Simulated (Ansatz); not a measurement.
A calculation with Ansatz 0.2.0 of Sn (native input, structure typed inline):

input.yaml

```yaml
crystal:
  lattice:
    - [-2.9401404553, 2.9401404553, 1.5993019889]
    - [2.9401404553, -2.9401404553, 1.5993019889]
    - [2.9401404553, 2.9401404553, -1.5993019889]
  atoms:
    - { symbol: Sn, position: [0.000357, -0.001274, 0.002188] }
    - { symbol: Sn, position: [0.76447, 0.265777, 0.505804] }
hamiltonian:
  xc: rpbe
  pseudopotentials: { kind: paw }
kpoints:
  mp_grid: { grid: [7, 7, 5] }
scf:
  occupations: { method: fermi_dirac, width: 0.15 }
output:
  forces: true
  stress: true
relax:
  f_tol: 0.01
  max_steps: 40
```

Potentials or basis: Ansatz PAW.

Run with:

```console
$ ansatz run input.yaml --threads 2 --pin off --max-ram 5120MiB --backend cpu --events-out ev --progress --plain --runs-dir out
```

The cell isn't the ideal one: atoms moved at random, drawn with an rms of 0.05 Å.

Task: Write the same calculation in another form: ASE script, structure from a POSCAR.

Result: As run:

Contents of run.py:

```python
import json

import ase.io
import numpy as np

import ansatz as az

atoms = ase.io.read("POSCAR", format="vasp")

calculation = (
    az.Crystal.from_ase(atoms)
    .calculation()
    .kpoints(7, 7, 5)
    .functional("rpbe")
    .pseudopotentials(kind="paw")
    .occupations(method="fermi_dirac", width=0.15)
    .relax(force_tolerance=0.01, max_steps=40)
    .forces()
    .stress()
)
outcome = calculation.run(threads=2, events_out="events.jsonl")

report = outcome.report
for line in open("events.jsonl"):
    event = json.loads(line)
    if event["event"] == "scf_iter":
        d = event["data"]
        print(f"SCF {d['iter']:3d}  HF = {d['harris_foulkes_ev']:.6f} eV  dr2 = {d['dr2_ev']:.2e} eV")
    elif event["event"] in ("relax_step", "md_step"):
        d = event["data"]
        print(f"{event['event']} {d['step']:3d}  E = {d['lagrangian_ev']:.6f} eV")
np.set_printoptions(precision=5, suppress=True, linewidth=110)
print("converged:", report["converged"], "after", report["n_iterations"], "iterations")
print(f"free energy {report['free_energy_ev']:.6f} eV, Fermi level {report['fermi_energy_ev']:.4f} eV")
for key in ("band_edges_ev", "magnetization_mub", "site_moments_mub", "site_moments_nc_mub", "forces_ev_ang",
                "stress_gpa"):
    if report.get(key) is not None:
        print(key, np.array(report[key]), sep="\n")
```

File POSCAR:

```
Sn
1.0
   -2.9401404553      2.9401404553      1.5993019889
    2.9401404553     -2.9401404553      1.5993019889
    2.9401404553      2.9401404553     -1.5993019889
Sn
2
Direct
    0.0003570000     -0.0012740000      0.0021880000
    0.7644700000      0.2657770000      0.5058040000
```

Potentials or basis: Ansatz PAW.

The run is started by

```console
$ python run.py
```

Both were run:

|  | native input, structure typed inline | ASE script, structure from a POSCAR |
| --- | --- | --- |
| Energy gained by relaxing | 0.7 meV/atom | 0.7 meV/atom |
| Ionic steps | 3 | 3 |
| Pressure after relaxing | 2.9 GPa | 2.9 GPa |
| Largest force after relaxing | 0.013 eV/Å | 0.013 eV/Å |

Keys that steer only the numerical path or the files written may differ.

Caveat: the potentials were made for another functional, which shifts forces and pressure; the thresholds are loose for stress.
